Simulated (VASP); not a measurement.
# Ho (Im-3m) in VASP: notebook

Runs on Ho. Level: LDA. Tasks: single point.

Program: VASP 6.6.1. These are calculated values, not measurements. Logs are shortened: lines on timing, memory, paths and dates and some standing lists are left out, and cuts for length are marked.

### Step 1. Starting point

The structure is cubic, space group Im-3m (No. 229). The conventional cell has a = 3.981 Å, b = 3.981 Å, c = 3.981 Å, α = 90.00°, β = 90.00°, γ = 90.00°. Around Ho (site symmetry m-3m) lie 8 Ho at 3.45 Å.

This isn't the form of Ho at room conditions, which is hcp.

### Step 2. Single point, LDA, collinear spin, ferromagnetic start

File INCAR:

```
PREC = Accurate
ENCUT = 460
EDIFF = 1E-6
ISMEAR = 1
SIGMA = 0.15
LREAL = F
LASPH = F
NELM = 100
ALGO = Normal
ISIF = 2
LWAVE = F
LCHARG = F
ISPIN = 2
MAGMOM = 4
LORBIT = 11
LMAXMIX = 6
GGA = CA
NBANDS = 20
ADDGRID = F
```

File KPOINTS:

```
Automatic mesh
0
Gamma
  5 5 5
```

File POSCAR:

```
Ho
1.0
   -1.9905175072      1.9905175072      1.9905175072
    1.9905175072     -1.9905175072      1.9905175072
    1.9905175072      1.9905175072     -1.9905175072
Ho
1
Direct
    0.0000000000      0.0000000000      0.0000000000
```

Potentials or basis: VASP PAW PBE potentials, release 64 (Ho).

Command:

```console
$ cat potpaw_PBE.64/Ho/POTCAR > POTCAR
$ mpirun -np 1 vasp_std > vasp.out
```

OUTCAR:

```text
PREC = Accurate
   ENCUT = 460
   EDIFF = 1E-6
   ISMEAR = 1
   LREAL = F
   LASPH = F
   NELM = 100
   ISIF = 2
   ISPIN = 2
   LORBIT = 11
   GGA = CA

 Found     10 irreducible k-points:

 Following reciprocal coordinates:
            Coordinates               Weight
  0.000000  0.000000  0.000000      1.000000
  0.200000  0.000000  0.000000     12.000000
  0.400000  0.000000  0.000000     12.000000
  0.200000  0.200000  0.000000     24.000000
  0.400000  0.200000 -0.000000     24.000000
  0.200000  0.200000  0.200000      8.000000
   k-points           NKPTS =     10   k-points in BZ     NKDIM =     10   number of bands    NBANDS=     20
   number of dos      NEDOS =    301   number of ions     NIONS =      1
   total plane-waves  NPLWV =  13824
   dimension x,y,z NGX =    24 NGY =   24 NGZ =   24
   dimension x,y,z NGXF=    48 NGYF=   48 NGZF=   48
   ions per type =               1
   NGX,Y,Z   is equivalent  to a cutoff of  11.57, 11.57, 11.57 a.u.
   NGXF,Y,Z  is equivalent  to a cutoff of  23.15, 23.15, 23.15 a.u.
 SYSTEM =  unknown system
   PREC   = accura    normal or accurate (medium, high low for compatibility)
   ISTART =      0    job   : 0-new  1-cont  2-samecut
   ICHARG =      2    charge: 1-file 2-atom 10-const
   ISPIN  =      2    spin polarized calculation?
   LNONCOLLINEAR =      F non collinear calculations
   LSORBIT =      F    spin-orbit coupling
   LASPH  =      F    aspherical Exc in radial PAW
   ENCUT  =  460.0 eV  33.81 Ry    5.81 a.u.   6.03  6.03  6.03*2*pi/ulx,y,z
   NELM   =    100;   NELMIN=  2; NELMDL= -5     # of ELM steps
   EDIFF  = 0.1E-05   stopping-criterion for ELM
   LREAL  =      F    real-space projection
   EDIFFG = 0.1E-04   stopping-criterion for IOM
   NSW    =      0    number of steps for IOM
   IBRION =     -1    ionic relax: 0-MD 1-quasi-New 2-CG
   NFREE  =      0    steps in history (QN), initial steepest desc. (CG)
   ISIF   =      2    stress and relaxation
   ISYM   =      2    0-nonsym 1-usesym 2-fastsym
   POTIM  = 0.5000    time-step for ionic-motion
   TEBEG  =    0.0;   TEEND  =   0.0 temperature during run
   PSTRESS=    0.0 pullay stress
   NELECT =      21.0000    total number of electrons
   NUPDOWN=      -1.0000    fix difference up-down
   EMIN   =  10.00;   EMAX   =-10.00  energy-range for DOS
   EFERMI =   0.00;   METHOD = LEGACY
   ISMEAR =     1;   SIGMA  =   0.15  broadening in eV -4-tet -1-fermi 0-gaus
   EFERMI_NEDOS =   21; number of points for ismear=-14 and -15
   IALGO  =     38    algorithm
   IMIX   =      4    mixing-type and parameters
     AMIX     =   0.40;   BMIX     =  1.00
     AMIX_MAG =   1.60;   BMIX_MAG =  1.00
  volume/ion in A,a.u.               =      31.55       212.89
  Fermi-wavevector in a.u.,A,eV,Ry     =   1.429427  2.701225 27.800255  2.043261
  Thomas-Fermi vector in A             =   2.549382
   LORBIT       =     11    0 simple, 1 ext, 2 COOP (PROOUT), +10 PAW based schemes
   GGA     = CA    functional components
   LHFCALC =     F    Hartree Fock is set to
   AEXX    =    0.0000 exact exchange contribution
   IVDW    =     0    specifies the selected vdW correction
   LEPSILON=     F    determine dielectric tensor
   LRPA    =     F    only Hartree local field effects (RPA)
 spin polarized calculation
 Methfessel and Paxton  Order N= 1 SIGMA  =   0.15
  energy-cutoff  :      460.00
  volume of cell :       31.55
 maximum number of plane-waves:       713
   NGX = 13   NGY = 13   NGZ = 13

 number of electron      21.0000028 magnetization       3.2530802

 Free energy of the ion-electron system (eV)
  ---------------------------------------------------
  ext. energy  EPLUGINS =         0.00000000
  ---------------------------------------------------
  free energy    TOTEN  =        -6.38881883 eV

  energy without entropy =       -6.36427574  energy(sigma->0) =       -6.38063780

 E-fermi :   2.4305     XC(G=0): -10.3900

 val. band max:        2.4197005871   @ k =  -0.4000  -0.4000   0.2000
 cond. band min:       2.4509204377   @ k =   0.4000   0.2000  -0.0000
 fundamental gap:      0.0312198506
 Fermi energy:         2.4304791980

 spin component 1

 k-point     1 :       0.0000    0.0000    0.0000
  band No.  band energies     occupation
      1     -45.4636      1.00000
      2     -20.3304      1.00000
      3     -20.3304      1.00000
      4     -20.3304      1.00000
      5      -2.7964      1.00000
      6      -0.2992      1.00000
[... 12 lines left out ...]
     19      13.6408      0.00000
     20      13.6408      0.00000

 k-point     2 :       0.2000    0.0000    0.0000
  band No.  band energies     occupation
      1     -45.4446      1.00000
      2     -20.5741      1.00000
      3     -20.4068      1.00000
      4     -20.3318      1.00000
      5      -1.7085      1.00000
      6      -0.3494      1.00000
[... 12 lines left out ...]
     19      15.3600      0.00000
     20      15.6174      0.00000

 k-point     3 :       0.4000    0.0000    0.0000
  band No.  band energies     occupation
      1     -45.4136      1.00000
      2     -20.9426      1.00000
      3     -20.5272      1.00000
      4     -20.3340      1.00000
      5      -0.4117      1.00000
      6      -0.2567      1.00000
[... 12 lines left out ...]
     19      11.9985      0.00000
     20      15.4700      0.00000

 k-point     4 :       0.2000    0.2000    0.0000
  band No.  band energies     occupation
      1     -45.4196      1.00000
      2     -20.8198      1.00000
      3     -20.5140      1.00000
      4     -20.3840      1.00000
      5      -0.4313      1.00000
      6      -0.2365      1.00000
[... 12 lines left out ...]
     19      14.6797      0.00000
     20      14.8805      0.00000

 k-point     5 :       0.4000    0.2000   -0.0000
  band No.  band energies     occupation
      1     -45.4040      1.00000
      2     -20.9211      1.00000
      3     -20.6423      1.00000
      4     -20.3987      1.00000
      5      -0.4373      1.00000
      6      -0.2552      1.00000
[... 12 lines left out ...]
     19      12.6904      0.00000
     20      14.1434      0.00000

 k-point     6 :       0.2000    0.2000    0.2000
  band No.  band energies     occupation
      1     -45.4072      1.00000
      2     -20.8360      1.00000
      3     -20.5566      1.00000
      4     -20.5566      1.00000
      5      -0.4385      1.00000
      6      -0.2357      1.00000
[... 12 lines left out ...]
     19      12.9742      0.00000
     20      12.9742      0.00000

 [... further k-points ...]

 spin component 2

 k-point     1 :       0.0000    0.0000    0.0000
  band No.  band energies     occupation
      1     -44.1249      1.00000
      2     -19.3591      1.00000
      3     -19.3591      1.00000
      4     -19.3591      1.00000
      5      -2.7849      1.00000
      6       2.0569      1.00121
[... 12 lines left out ...]
     19      13.6455      0.00000
     20      13.6455      0.00000

 k-point     2 :       0.2000    0.0000    0.0000
  band No.  band energies     occupation
      1     -44.1035      1.00000
      2     -19.6326      1.00000
      3     -19.4433      1.00000
      4     -19.3610      1.00000
      5      -1.6724      1.00000
      6       2.0384      1.00069
[... 12 lines left out ...]
     19      15.5900      0.00000
     20      15.6488      0.00000

 k-point     3 :       0.4000    0.0000    0.0000
  band No.  band energies     occupation
      1     -44.0686      1.00000
      2     -20.0422      1.00000
      3     -19.5758      1.00000
      4     -19.3641      1.00000
      5       0.1425      1.00000
      6       2.1018      1.00411
[... 12 lines left out ...]
     19      12.3644      0.00000
     20      15.7475      0.00000

 k-point     4 :       0.2000    0.2000    0.0000
  band No.  band energies     occupation
      1     -44.0753      1.00000
      2     -19.9056      1.00000
      3     -19.5632      1.00000
      4     -19.4190      1.00000
      5       0.0406      1.00000
      6       2.0110      1.00028
[... 12 lines left out ...]
     19      14.9314      0.00000
     20      15.0747      0.00000

 k-point     5 :       0.4000    0.2000   -0.0000
  band No.  band energies     occupation
      1     -44.0578      1.00000
      2     -20.0177      1.00000
      3     -19.7057      1.00000
      4     -19.4355      1.00000
      5       1.1550      1.00000
      6       2.1059      1.00455
[... 12 lines left out ...]
     19      12.9058      0.00000
     20      14.3964      0.00000

 k-point     6 :       0.2000    0.2000    0.2000
  band No.  band energies     occupation
      1     -44.0613      1.00000
      2     -19.9234      1.00000
      3     -19.6124      1.00000
      4     -19.6124      1.00000
      5       1.9020      1.00000
      6       2.1635      1.01521
[... 12 lines left out ...]
     19      13.2400      0.00000
     20      13.2400      0.00000

 [... further k-points ...]

------------------------ aborting loop because EDIFF is reached ----------------------------------------

  FORCE on cell =-STRESS in cart. coord.  units (eV):
  Direction    XX          YY          ZZ          XY          YZ          ZX
  --------------------------------------------------------------------------------------
  -------------------------------------------------------------------------------------
  Total       -0.5609647     -0.5609647     -0.5609647     -0.0000000     -0.0000000      0.0000000
  in kB      -28.4897178    -28.4897178    -28.4897178     -0.0000000     -0.0000000      0.0000000
  external PRESSURE =     -28.4897178 kB  Pullay stress =       0.0000000 kB

 VOLUME and BASIS-vectors are now :
 -----------------------------------------------------------------------------
  energy-cutoff  :      460.00
  volume of cell :       31.55
      direct lattice vectors                 reciprocal lattice vectors
    -1.990517507  1.990517507  1.990517507     0.000000000  0.251190958  0.251190958
     1.990517507 -1.990517507  1.990517507     0.251190958  0.000000000  0.251190958
     1.990517507  1.990517507 -1.990517507     0.251190958  0.251190958  0.000000000

 POSITION                                       TOTAL-FORCE (eV/Angst)
 -----------------------------------------------------------------------------------
      0.00000      0.00000      0.00000         0.000000     -0.000000     -0.000000
 -----------------------------------------------------------------------------------
    total drift:                                0.000000      0.000000     -0.000000

  FREE ENERGIE OF THE ION-ELECTRON SYSTEM (eV)
  ---------------------------------------------------
  free  energy   TOTEN  =        -6.3888188339 eV

  energy  without entropy=       -6.3642757426  energy(sigma->0) =       -6.38063780

 total charge

# of ion       s       p       d       f       tot
--------------------------------------------------
    1        2.125   5.689   0.386  10.380  18.580

 magnetization (x)

# of ion       s       p       d       f       tot
--------------------------------------------------
    1        0.003  -0.031  -0.027   3.380   3.326
```

Wall time 33 s (1 thread of Intel Xeon Platinum 8375C at 2.90GHz (Ice Lake), shared host); peak memory 0.15 GiB.

These settings aren't checked as converged: the numbers below hold their error.

What came out:

| Item | Value |
| --- | --- |
| Free energy | -6.3888 eV |
| Pressure | -2.8 GPa |
| Band gap on the k mesh | none (metal or under the smearing width) |
| Net moment | 3.25 μB per cell |
| Site moments | Ho +3.33 μB |
| Valence electrons inside the program's atomic spheres | Ho 18.58 |

Caveat: the k mesh is coarse (spacing up to 0.45 Å⁻¹), so the values aren't converged; the magnetic or orbital state may not be the lowest; the PAW data sets were made with another functional, which shifts forces and pressure a little; spin-orbit coupling is left out, which moves the levels of the heavy elements.

### Step 3. Single point, LDA, collinear spin, ferromagnetic start

Changes to INCAR since step 2:

```diff
@@ -1,8 +1,8 @@
-PREC = Accurate
+PREC = Normal
 ENCUT = 460
-EDIFF = 1E-6
+EDIFF = 1E-4
 ISMEAR = 1
 SIGMA = 0.15
-LREAL = F
-LASPH = F
+LREAL = Auto
+LASPH = T
 NELM = 100
```

KPOINTS is that of step 2.

POSCAR is that of step 2.

Potentials or basis: VASP PAW PBE potentials, release 64 (Ho).

Command:

```console
$ cat potpaw_PBE.64/Ho/POTCAR > POTCAR
$ mpirun -np 1 vasp_std > vasp.out
```

Wall time 29 s (1 thread of Intel Xeon Platinum 8375C at 2.90GHz (Ice Lake), shared host); peak memory 0.13 GiB.

The run converged, but some of its settings lie outside the range that counts as converged, so its numbers aren't taken as properties of the crystal.

Results:

- Free energy: -6.4045 eV
- Pressure: -20.2 GPa
- Band gap on the k mesh: none (metal or under the smearing width)
- Net moment: 3.38 μB per cell
- Site moments: Ho +3.23 μB
- Valence electrons inside the program's atomic spheres: Ho 18.67

Caveat: the k mesh is coarse (spacing up to 0.45 Å⁻¹), so the values aren't converged; the magnetic or orbital state may not be the lowest; the PAW data sets were made with another functional, which shifts forces and pressure a little; spin-orbit coupling is left out, which moves the levels of the heavy elements.
